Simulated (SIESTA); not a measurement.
Crystal: BeS.

```
S Be
1.0
     0.00000    2.42500    2.42500
     2.42500    0.00000    2.42500
     2.42500    2.42500    0.00000
S Be
1 1
Direct
  0.75000 0.75000 0.75000
  0.00000 0.00000 0.00000
```

Base run:

| Quantity | Value |
| --- | --- |
| Program | SIESTA 5.4.2 |
| Functional | PBE |
| Potentials or basis | PseudoDojo 0.4 standard (PBE files) |
| Basis | TZDP (energy shift 0.003 Ry; two zetas on semicore shells) |
| Grid cutoff | 800 Ry |
| Energy shift | 0.003 Ry |
| k mesh | 9 × 9 × 9 |
| Occupations | fermi-dirac, width 0.05 eV |
| Spin | no spin polarisation |

Its results: band gap on the k mesh 3.19 eV, indirect (least direct gap 5.63 eV); pressure 3.4 GPa.

After a change of settings the same cell gave: band gap on the k mesh 3.16 eV, indirect (least direct gap 5.49 eV); pressure 1.9 GPa. Which change was it?
A. basis from TZDP (energy shift 0.003 Ry; two zetas on semicore shells) to SZP (energy shift 0.003 Ry)
B. basis from TZDP (energy shift 0.003 Ry; two zetas on semicore shells) to DZDP (energy shift 0.003 Ry; two zetas on semicore shells)
C. basis from TZDP (energy shift 0.003 Ry; two zetas on semicore shells) to DZP (energy shift 0.003 Ry; two zetas on semicore shells)

C.

Caveats: short orbitals over semicore shells can move pressures by several GPa; the mesh misses the band edges, which the band path finds closer together; the basis of atomic orbitals isn't converged, which shifts pressures, moduli and gaps.
